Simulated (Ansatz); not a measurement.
# Li2O: further runs on the relaxed cell

The task here is to estimate one member of a computed series from the others.

Computed with Ansatz 0.2.0 (DFT PBE, scalar-relativistic, plane waves, PAW, unless a step's input says otherwise).

1 further run of the same task is left out (set aside as unsound or not needed).

## The system as given

The structure is cubic, space group Fm-3m (No. 225). The conventional cell has a = 4.626 Å, b = 4.626 Å, c = 4.626 Å, α = 90.00°, β = 90.00°, γ = 90.00°. Li (site symmetry -43m) has 4 O at 2.00 Å as nearest neighbours. O (site symmetry m-3m) is surrounded by 8 Li at 2.00 Å.

Coordinates:

```
CELL_PARAMETERS angstrom
0.00000 2.31303 2.31303
2.31303 0.00000 2.31303
2.31303 2.31303 0.00000
ATOMIC_POSITIONS crystal
Li 0.25000 0.25000 0.25000
Li 0.75000 0.75000 0.75000
O 0.00000 0.00000 0.00000
```

It is the result of an earlier relaxation at this level (volume 8.25 Å³/atom; gap on the mesh: 4.98 eV).

The first run:

Input file input.yaml:

```yaml
crystal:
  lattice:
    - [0.0, 2.3130253908, 2.3130253908]
    - [2.3130253908, 0.0, 2.3130253908]
    - [2.3130253908, 2.3130253908, 0.0]
  atoms:
    - { symbol: Li, position: [0.25, 0.25, 0.25] }
    - { symbol: Li, position: [0.75, 0.75, 0.75] }
    - { symbol: O, position: [0.0, 0.0, 0.0] }
basis:
  ecutwfc: 420
kpoints:
  mp_grid: { grid: [8, 8, 8] }
  band_path:
    path:
      - [[0.0, 0.0, 0.0], [0.5, 0.0, 0.5], [0.625, 0.25, 0.625]]
      - [[0.375, 0.375, 0.75], [0.0, 0.0, 0.0], [0.5, 0.5, 0.5], [0.5, 0.25, 0.75], [0.5, 0.0, 0.5]]
    npoints: 14
hamiltonian:
  xc: pbe
scf:
  occupations: { method: gaussian, width: 0.02 }
  n_extra_bands: 7
output:
  forces: true
  stress: true
  eigenvalues: true
  populations: true
  dos: { projected: true, de: 0.02, nscf_kmesh: { grid: [12, 12, 12] } }
  bader: true
  write_density: true
  write_potential: true
  elf: true
  volumetric_format: npy
```

Run with:

```
$ ansatz run input.yaml --threads 1 --pin off --max-ram 2560MiB --backend cpu --events-out ev --progress --plain --runs-dir out
```

Among the steps run: Electronic structure at the relaxed geometry; Seeking the band edges over the whole zone; Levels beside the edges; The cell scaled to 0.97 of its volume; The cell scaled to 1.03 of its volume; Point at V/V0 = 0.94; Point at V/V0 = 1.06.

One table of the session follows, with a row left open; its other results are not shown here.

It belongs to the step «Fit of the equation of state». 

| volume (Å³/atom) | energy above the lowest point (meV/atom) | pressure (GPa) | gap on the mesh (eV) |
| --- | --- | --- | --- |
| 7.755 | 8.1 | 5.54 | 5.10 |
| 8.002 | 1.9 | 2.57 | 5.04 |
| 8.250 | 0.0 | 0.00 | 4.98 |
| 8.497 | ? | ? | ? |
| 8.745 | 6.7 | -4.13 | 4.82 |

**Question.** Estimate the row for volume (Å³/atom) = 8.497.

Worked estimate for «energy above the lowest point (meV/atom)». A straight line through the neighbours (8.250, 0.0) and (8.745, 6.7) gives 0.0 + (6.7 − 0.0) × (8.497 − 8.250) / (8.745 − 8.250) = 3.3; a parabola fitted to 3 rows on both sides gives 1.6.

**Answer.** energy above the lowest point (meV/atom): 1.7; pressure (GPa): -2.21; gap on the mesh (eV): 4.92. In «energy above the lowest point (meV/atom)» the line misses by +1.6 and the parabola by -0.1.
